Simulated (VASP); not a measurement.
# Co (P-3m1) in VASP: further runs

One crystal, Co, is run at these levels: LDA; tasks: single point.

Program: VASP 6.6.1. These are calculated values, not measurements. Logs are shortened: lines on timing, memory, paths and dates and some standing lists are left out, and cuts for length are marked.

## (1) The structure

Symmetry: P-3m1, No. 164, trigonal system. Conventional cell: a = 2.487 Å, b = 2.487 Å, c = 4.063 Å, α = 90.00°, β = 90.00°, γ = 120.00°. Around Co (site symmetry 3m) lie 12 Co at 2.42 to 2.55 Å.

## (2) Single point, LDA, collinear spin, ferromagnetic start

INCAR reads:

```
SYSTEM = Co
ADDGRID = .FALSE.
ALGO = Normal
EDIFF = 1E-6
ENCUT = 460
GGA = CA
ISIF = 2
ISMEAR = -1
ISPIN = 2
LASPH = .TRUE.
LCHARG = .FALSE.
LMAXMIX = 4
LORBIT = 11
LREAL = .FALSE.
LWAVE = .FALSE.
MAGMOM = 2 2
NBANDS = 20
NELM = 100
PREC = Normal
SIGMA = 0.1
```

KPOINTS reads:

```
k-points
0
G
  7 7 4
  0 0 0
```

POSCAR reads:

```
Co
1.0
    2.4873648738      0.0000000000      0.0000000000
   -1.2436824369      2.1541211692      0.0000000000
    0.0000000000      0.0000000000      4.0632895034
Co
2
Direct
    0.3333333333      0.6666666667      0.7401390000
    0.6666666667      0.3333333333      0.2598610000
```

Potentials or basis: VASP PAW LDA potentials, release 64 (Co).

The run is started by

```bash
$ cat potpaw_LDA.64/Co/POTCAR > POTCAR
$ mpirun -np 1 vasp_std > vasp.out
```

OUTCAR:

```text
SYSTEM = Co
   EDIFF = 1E-6
   ENCUT = 460
   GGA = CA
   ISIF = 2
   ISMEAR = -1
   ISPIN = 2
   LASPH = .TRUE.
   LORBIT = 11
   LREAL = .FALSE.
   NELM = 100
   PREC = Normal

 Found     28 irreducible k-points:

 Following reciprocal coordinates:
            Coordinates               Weight
  0.000000  0.000000  0.000000      1.000000
  0.142857  0.000000  0.000000      6.000000
  0.285714  0.000000  0.000000      6.000000
  0.428571  0.000000  0.000000      6.000000
  0.142857  0.142857  0.000000      6.000000
  0.285714  0.142857  0.000000     12.000000
   k-points           NKPTS =     28   k-points in BZ     NKDIM =     28   number of bands    NBANDS=     20
   number of dos      NEDOS =    301   number of ions     NIONS =      2
   total plane-waves  NPLWV =   4704
   dimension x,y,z NGX =    14 NGY =   14 NGZ =   24
   dimension x,y,z NGXF=    28 NGYF=   28 NGZF=   48
   ions per type =               2
   NGX,Y,Z   is equivalent  to a cutoff of   9.36,  9.36,  9.82 a.u.
   NGXF,Y,Z  is equivalent  to a cutoff of  18.71, 18.71, 19.64 a.u.
 SYSTEM =  Co
   PREC   = normal    normal or accurate (medium, high low for compatibility)
   ISTART =      0    job   : 0-new  1-cont  2-samecut
   ICHARG =      2    charge: 1-file 2-atom 10-const
   ISPIN  =      2    spin polarized calculation?
   LNONCOLLINEAR =      F non collinear calculations
   LSORBIT =      F    spin-orbit coupling
   LASPH  =      T    aspherical Exc in radial PAW
   ENCUT  =  460.0 eV  33.81 Ry    5.81 a.u.   4.35  4.35  7.11*2*pi/ulx,y,z
   NELM   =    100;   NELMIN=  2; NELMDL= -5     # of ELM steps
   EDIFF  = 0.1E-05   stopping-criterion for ELM
   LREAL  =      F    real-space projection
   EDIFFG = 0.1E-04   stopping-criterion for IOM
   NSW    =      0    number of steps for IOM
   IBRION =     -1    ionic relax: 0-MD 1-quasi-New 2-CG
   NFREE  =      0    steps in history (QN), initial steepest desc. (CG)
   ISIF   =      2    stress and relaxation
   ISYM   =      2    0-nonsym 1-usesym 2-fastsym
   POTIM  = 0.5000    time-step for ionic-motion
   TEBEG  =    0.0;   TEEND  =   0.0 temperature during run
   PSTRESS=    0.0 pullay stress
   NELECT =      18.0000    total number of electrons
   NUPDOWN=      -1.0000    fix difference up-down
   EMIN   =  10.00;   EMAX   =-10.00  energy-range for DOS
   EFERMI =   0.00;   METHOD = LEGACY
   ISMEAR =    -1;   SIGMA  =   0.10  broadening in eV -4-tet -1-fermi 0-gaus
   EFERMI_NEDOS =   21; number of points for ismear=-14 and -15
   IALGO  =     38    algorithm
   IMIX   =      4    mixing-type and parameters
     AMIX     =   0.40;   BMIX     =  1.00
     AMIX_MAG =   1.60;   BMIX_MAG =  1.00
  volume/ion in A,a.u.               =      10.89        73.46
  Fermi-wavevector in a.u.,A,eV,Ry     =   1.536514  2.903591 32.121660  2.360875
  Thomas-Fermi vector in A             =   2.643152
   LORBIT       =     11    0 simple, 1 ext, 2 COOP (PROOUT), +10 PAW based schemes
   GGA     = CA    functional components
   LHFCALC =     F    Hartree Fock is set to
   AEXX    =    0.0000 exact exchange contribution
   IVDW    =     0    specifies the selected vdW correction
   LEPSILON=     F    determine dielectric tensor
   LRPA    =     F    only Hartree local field effects (RPA)
 spin polarized calculation
  energy-cutoff  :      460.00
  volume of cell :       21.77
 maximum number of plane-waves:       525
   NGX =  9   NGY =  9   NGZ = 15

 number of electron      17.9999999 magnetization       3.0295222

 Free energy of the ion-electron system (eV)
  ---------------------------------------------------
  ext. energy  EPLUGINS =         0.00000000
  ---------------------------------------------------
  free energy    TOTEN  =       -16.11986723 eV

  energy without entropy =      -16.04549158  energy(sigma->0) =      -16.08267941

 E-fermi :   9.8973     XC(G=0): -13.7143

 val. band max:        9.8941519872   @ k =   0.0000   0.0000   0.0000
 cond. band min:       9.9070356608   @ k =   0.4286   0.0000   0.2500
 fundamental gap:      0.0128836736
 Fermi energy:         9.8973170613

 spin component 1

 k-point     1 :       0.0000    0.0000    0.0000
  band No.  band energies     occupation
      1       0.9711      1.00000
      2       4.8061      1.00000
      3       7.3721      1.00000
      4       7.4339      1.00000
      5       7.4339      1.00000
      6       7.7234      1.00000
[... 12 lines left out ...]
     19      35.8812      0.00000
     20      35.8812      0.00000

 k-point     2 :       0.1429    0.0000    0.0000
  band No.  band energies     occupation
      1       1.6770      1.00000
      2       5.2139      1.00000
      3       6.9747      1.00000
      4       7.4437      1.00000
      5       7.5697      1.00000
      6       7.7568      1.00000
[... 12 lines left out ...]
     19      36.4090      0.00000
     20      38.5381      0.00000

 k-point     3 :       0.2857    0.0000    0.0000
  band No.  band energies     occupation
      1       3.5072      1.00000
      2       5.6469      1.00000
      3       6.2131      1.00000
      4       6.7909      1.00000
      5       7.4210      1.00000
      6       7.5912      1.00000
[... 12 lines left out ...]
     19      33.9465      0.00000
     20      37.2488      0.00000

 k-point     4 :       0.4286    0.0000    0.0000
  band No.  band energies     occupation
      1       5.0068      1.00000
      2       5.3491      1.00000
      3       5.6192      1.00000
      4       7.2860      1.00000
      5       7.3487      1.00000
      6       7.5346      1.00000
[... 12 lines left out ...]
     19      32.5463      0.00000
     20      35.0039      0.00000

 k-point     5 :       0.1429    0.1429    0.0000
  band No.  band energies     occupation
      1       2.9738      1.00000
      2       5.7642      1.00000
      3       6.4642      1.00000
      4       6.6557      1.00000
      5       7.3726      1.00000
      6       7.5762      1.00000
[... 12 lines left out ...]
     19      33.7122      0.00000
     20      36.9495      0.00000

 k-point     6 :       0.2857    0.1429    0.0000
  band No.  band energies     occupation
      1       4.8520      1.00000
      2       5.7508      1.00000
      3       5.8691      1.00000
      4       6.5669      1.00000
      5       7.2180      1.00000
      6       7.6489      1.00000
[... 12 lines left out ...]
     19      31.8444      0.00000
     20      36.4849      0.00000

 [... further k-points ...]

 spin component 2

 k-point     1 :       0.0000    0.0000    0.0000
  band No.  band energies     occupation
      1       1.1481      1.00000
      2       5.6716      1.00000
      3       8.7400      0.99999
      4       8.8139      0.99998
      5       8.8139      0.99998
      6       9.1349      0.99951
[... 12 lines left out ...]
     19      36.2938      0.00000
     20      36.2938      0.00000

 k-point     2 :       0.1429    0.0000    0.0000
  band No.  band energies     occupation
      1       1.8584      1.00000
      2       6.1291      1.00000
      3       8.2441      1.00000
      4       8.5002      1.00000
      5       8.9114      0.99995
      6       9.1652      0.99934
[... 12 lines left out ...]
     19      36.6202      0.00000
     20      38.9580      0.00000

 k-point     3 :       0.2857    0.0000    0.0000
  band No.  band energies     occupation
      1       3.7538      1.00000
      2       6.7225      1.00000
      3       7.2515      1.00000
      4       7.9106      1.00000
      5       8.7188      0.99999
      6       9.0134      0.99986
[... 12 lines left out ...]
     19      34.0795      0.00000
     20      37.6630      0.00000

 k-point     4 :       0.4286    0.0000    0.0000
  band No.  band energies     occupation
      1       5.6914      1.00000
      2       6.4189      1.00000
      3       6.6924      1.00000
      4       8.0595      1.00000
      5       8.7448      0.99999
      6       8.8233      0.99998
[... 12 lines left out ...]
     19      32.7725      0.00000
     20      35.3605      0.00000

 k-point     5 :       0.1429    0.1429    0.0000
  band No.  band energies     occupation
      1       3.1796      1.00000
      2       6.7737      1.00000
      3       7.5351      1.00000
      4       7.8234      1.00000
      5       8.6985      0.99999
      6       8.9737      0.99990
[... 12 lines left out ...]
     19      34.0496      0.00000
     20      37.3422      0.00000

 k-point     6 :       0.2857    0.1429    0.0000
  band No.  band energies     occupation
      1       5.2656      1.00000
      2       6.8532      1.00000
      3       6.9467      1.00000
      4       7.5913      1.00000
      5       8.5577      1.00000
      6       8.9636      0.99991
[... 12 lines left out ...]
     19      32.2456      0.00000
     20      36.8970      0.00000

 [... further k-points ...]

------------------------ aborting loop because EDIFF is reached ----------------------------------------

  FORCE on cell =-STRESS in cart. coord.  units (eV):
  Direction    XX          YY          ZZ          XY          YZ          ZX
  --------------------------------------------------------------------------------------
  -------------------------------------------------------------------------------------
  Total       -2.4541922     -2.4541922     -2.7730784      0.0000000      0.0000000      0.0000000
  in kB     -180.6058283   -180.6058283   -204.0729009      0.0000000      0.0000000      0.0000000
  external PRESSURE =    -188.4281858 kB  Pullay stress =       0.0000000 kB

 VOLUME and BASIS-vectors are now :
 -----------------------------------------------------------------------------
  energy-cutoff  :      460.00
  volume of cell :       21.77
      direct lattice vectors                 reciprocal lattice vectors
     2.487364874  0.000000000  0.000000000     0.402031889  0.232113220  0.000000000
    -1.243682437  2.154121169  0.000000000     0.000000000  0.464226439  0.000000000
     0.000000000  0.000000000  4.063289503     0.000000000  0.000000000  0.246106018

 POSITION                                       TOTAL-FORCE (eV/Angst)
 -----------------------------------------------------------------------------------
     -0.00000      1.43608      3.00740        -0.000000      0.000000      0.442309
      1.24368      0.71804      1.05589         0.000000     -0.000000     -0.442309
 -----------------------------------------------------------------------------------
    total drift:                                0.000000      0.000000      0.000000

  FREE ENERGIE OF THE ION-ELECTRON SYSTEM (eV)
  ---------------------------------------------------
  free  energy   TOTEN  =       -16.1198672348 eV

  energy  without entropy=      -16.0454915809  energy(sigma->0) =      -16.08267941

 total charge

# of ion       s       p       d       tot
------------------------------------------
    1        0.488   0.513   7.282   8.283
    2        0.488   0.513   7.282   8.283
--------------------------------------------------
tot          0.976   1.026  14.565  16.566

 magnetization (x)

# of ion       s       p       d       tot
------------------------------------------
    1       -0.012  -0.034   1.564   1.517
    2       -0.012  -0.034   1.564   1.517
--------------------------------------------------
tot         -0.025  -0.069   3.127   3.034
```

Run time: 11 s. Hardware: 1 thread of Intel Xeon Platinum 8488C (Sapphire Rapids), shared host; peak memory 0.12 GiB.

The run converged, but some of its settings lie outside the range that counts as converged, so its numbers aren't taken as properties of the crystal.

What came out:

| Item | Value |
| --- | --- |
| Free energy | -16.1199 eV |
| Pressure | -18.8 GPa |
| Largest force | 0.442 eV/Å |
| Band gap on the k mesh | none (metal or under the smearing width) |
| Net moment | 3.03 μB per cell |
| Site moments | Co +1.52 μB |
| Valence electrons inside the program's atomic spheres | Co 8.28 |

Caveat: the k mesh is coarse (spacing up to 0.42 Å⁻¹), so the values aren't converged.

## (3) Single point, LDA, collinear spin, ferromagnetic start

INCAR is that of step 2.

KPOINTS is that of step 2.

POSCAR reads:

```
Co
1.0
    2.4873648738      0.0000000000      0.0000000000
   -1.2436824369      2.1541211692      0.0000000000
    0.0000000000      0.0000000000      4.0632895034
Co
2
Direct
    0.3275520000      0.6759820000      0.7288160000
    0.6891290000      0.3188900000      0.2643300000
```

Potentials or basis: VASP PAW LDA potentials, release 64 (Co).

The run is started by

```bash
$ cat potpaw_LDA.64/Co/POTCAR > POTCAR
$ mpirun -np 1 vasp_std > vasp.out
```

It took 25 s on 1 thread of Intel Xeon Platinum 8488C (Sapphire Rapids), shared host; peak memory 0.15 GiB.

The run converged, but some of its settings lie outside the range that counts as converged, so its numbers aren't taken as properties of the crystal.

Results:

| Quantity | Value |
| --- | --- |
| Free energy | -16.0635 eV |
| Pressure | -16.7 GPa |
| Largest force | 0.937 eV/Å |
| Band gap on the k mesh | none (metal or under the smearing width) |
| Net moment | 3.03 μB per cell |
| Site moments | Co +1.51 μB |
| Valence electrons inside the program's atomic spheres | Co 8.30 |

Caveat: the k mesh is coarse (spacing up to 0.42 Å⁻¹), so the values aren't converged.

## (4) Single point, LDA, collinear spin, ferromagnetic start

Changes to INCAR since step 3:

```diff
@@ -13,3 +13,3 @@
 LORBIT = 11
-LREAL = .FALSE.
+LREAL = Auto
 LWAVE = .FALSE.
@@ -18,3 +18,3 @@
 NELM = 100
-PREC = Normal
+PREC = Accurate
 SIGMA = 0.1
```

KPOINTS is that of step 3.

POSCAR reads:

```
Co
1.0
    2.4873648738      0.0000000000      0.0000000000
   -1.2436824369      2.1541211692      0.0000000000
    0.0000000000      0.0000000000      4.0632895034
Co
2
Direct
    0.3333333333      0.6666666667      0.7401390000
    0.6666666667      0.3333333333      0.2598610000
```

The run is started by

```bash
$ cat potpaw_LDA.64/Co/POTCAR > POTCAR
$ mpirun -np 1 vasp_std > vasp.out
```

It took 23 s on 1 thread of Intel Xeon Platinum 8488C (Sapphire Rapids), shared host; peak memory 0.13 GiB.

These settings aren't checked as converged: the numbers below hold their error.

What came out:

```yaml
Free_energy: -16.1199 eV
Pressure: -18.8 GPa
Largest_force: 0.442 eV/Å
Band_gap_on_the_k_mesh: none (metal or under the smearing width)
Net_moment: 3.03 μB per cell
Site_moments: Co +1.52 μB
Valence_electrons_inside_the_program's_atomic_spheres: Co 8.28
```

Caveat: the k mesh is coarse (spacing up to 0.42 Å⁻¹), so the values aren't converged.
